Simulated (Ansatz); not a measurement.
# SiC: the gap against volume

SiC, F-43m, a = 4.380 Å. The compound has several low-lying forms, and this is one of them. Ansatz: PBE, PAW, 420 eV, Γ-centred 10×10×10 mesh on 2 atoms, Gaussian smearing 0.02 eV; no spin polarisation. Symmetry fixes shape and atoms, so the cell is only scaled; x = ln(V/V0) with V0 = 10.502 Å³/atom. The gap is read at the mesh points alone.

| x | gap y (eV) |
| --- | --- |
| -0.1278 | 1.247 |
| -0.0943 | 1.281 |
| -0.0619 | 1.315 |
| -0.0305 | 1.345 |
| 0.0000 | ? |
| 0.0296 | 1.398 |
| 0.0583 | 1.421 |
| 0.0953 | 1.451 |

Task: Fit a straight line to the other rows, give the volume deformation potential of the gap and its pressure coefficient, and predict the missing gap. B0 = 212.4 GPa.

Result: Means x = -0.01876, y = 1.3511; Σ(Δx)² = 0.04088, ΣΔxΔy = 0.03732; the slope is their ratio. y = 1.368 + 0.9130 x. The slope is the deformation potential a = dE_g/d ln V = 0.91 eV, and dE_g/dP = −a/B0 = -4.30 meV/GPa. At x = 0.0000 the fit asked for gives 1.368 eV. The run gave 1.373 eV, so the fit is 0.005 eV too low, within twice the rms miss on the fitted rows (0.003 eV).

Semilocal functionals give gaps under the measured ones; changes of the gap mostly carry over better.